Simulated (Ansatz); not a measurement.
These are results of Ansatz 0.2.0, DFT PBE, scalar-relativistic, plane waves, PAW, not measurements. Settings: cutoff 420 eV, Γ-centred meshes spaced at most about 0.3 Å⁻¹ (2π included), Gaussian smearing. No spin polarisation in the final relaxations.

These are static total energies at zero pressure.

Compare these two cells of HfSi3O8, each relaxed at this level.

A.

```yaml
crystal:
  lattice:
    - [5.46848, 0.00000, 0.00000]
    - [-2.73424, 4.73584, 0.00000]
    - [0.00000, 0.00000, 9.31487]
  atoms:
    - { symbol: Hf, position: [0.66667, 0.33333, 0.92706] }
    - { symbol: Si, position: [0.33333, 0.66667, 0.43556] }
    - { symbol: Si, position: [0.33333, 0.66667, 0.08871] }
    - { symbol: Si, position: [0.66667, 0.33333, 0.54068] }
    - { symbol: O, position: [0.02041, 0.51020, 0.02272] }
    - { symbol: O, position: [0.49984, 0.99967, 0.48767] }
    - { symbol: O, position: [0.49984, 0.50016, 0.48767] }
    - { symbol: O, position: [0.48980, 0.51020, 0.02272] }
    - { symbol: O, position: [0.66667, 0.33333, 0.71508] }
    - { symbol: O, position: [0.33333, 0.66667, 0.26173] }
    - { symbol: O, position: [0.00033, 0.50016, 0.48767] }
    - { symbol: O, position: [0.48980, 0.97959, 0.02272] }
```

B.

```yaml
crystal:
  lattice:
    - [3.33640, 0.00000, 0.00000]
    - [0.00000, 3.33640, 0.00000]
    - [0.00000, 0.00000, 9.54139]
  atoms:
    - { symbol: Hf, position: [0.00000, 0.00000, 0.00000] }
    - { symbol: Si, position: [0.50000, 0.50000, 0.25909] }
    - { symbol: Si, position: [0.00000, 0.00000, 0.50000] }
    - { symbol: Si, position: [0.50000, 0.50000, 0.74091] }
    - { symbol: O, position: [0.00000, 0.50000, 0.14048] }
    - { symbol: O, position: [0.50000, 0.00000, 0.37940] }
    - { symbol: O, position: [0.00000, 0.50000, 0.62060] }
    - { symbol: O, position: [0.50000, 0.00000, 0.85952] }
    - { symbol: O, position: [0.00000, 0.50000, 0.37940] }
    - { symbol: O, position: [0.50000, 0.00000, 0.62060] }
    - { symbol: O, position: [0.00000, 0.50000, 0.85952] }
    - { symbol: O, position: [0.50000, 0.00000, 0.14048] }
```

Question: Which would you expect to be lower, and how large is the difference?

Answer: A is lower, by 0.99 eV/atom. A has space group P3m1 (No. 156), 20.1 Å³/atom and a gap of 4.49 eV on its mesh; B has Hf and Si ordered on fluorite sites, space group P4/mmm (No. 123), 8.9 Å³/atom and a gap of 0.35 eV. Counting O atoms around Hf and Si (those within 1.25 times the shortest such distance or 1.15 times the sum of covalent radii), A has Hf 4, Si 4 and B has Hf 8, Si 8. The lower one is the more open, so pressure narrows the difference. In A, Hf is surrounded by 4 O at 1.90–1.97 Å; around Si on its first site lie 4 O at 1.62–1.65 Å; O on a site of symmetry m is surrounded by 1 Si at 1.60 Å and 1 Hf at 1.90 Å; 5 more sites not described. In B, Hf is surrounded by 8 O at 2.14 Å; around Si on a site of symmetry 4mm lie 8 O at 2.02 Å; O on its first site has 2 Si at 2.02 Å, 2 Hf at 2.14 Å and 5 O at 2.28–2.36 Å; 2 more sites not described. Both come from invented guesses. A third cell relaxed alike, in P1, lies 37 meV/atom below the lower of the two; the P3m1 cell fell into it when its atoms were moved at random.

These runs have no spin–orbit coupling, which can matter for Hf. Kohn–Sham gaps at this level usually fall short of measured ones. Cells relaxed within their symmetry can be saddle points; a later kick test found a lower structure for HfSi3O8 P3m1.

The 0.99 eV/atom preference for A is mainly a matter of silicon's size. Si⁴⁺ is far too small for a fluorite cation site: in B its bonds stretch to 2.02 Å, against 1.62–1.65 Å in A, while oxygens are squeezed to 2.28–2.36 Å from one another. Eight weak Si–O contacts don't make up for four short, strongly covalent ones and the added O–O repulsion. Hafnium pulls the other way, since eightfold coordination suits it and the tetrahedral site in A is unusually small for it. The narrow gap of B probably reflects a broadened O 2p band and weaker Si–O bonding–antibonding splitting.

A is a tridymite-like framework with nearly straight oxygen bridges. Such bridges usually gain energy by bending, so cooperative tilting of the tetrahedra probably accounts for much of the further 37 meV/atom drop to the P1 cell. Neither A nor B combines eightfold Hf with fourfold Si as hafnon does, and their energy order says nothing about stability against hafnon plus silica.
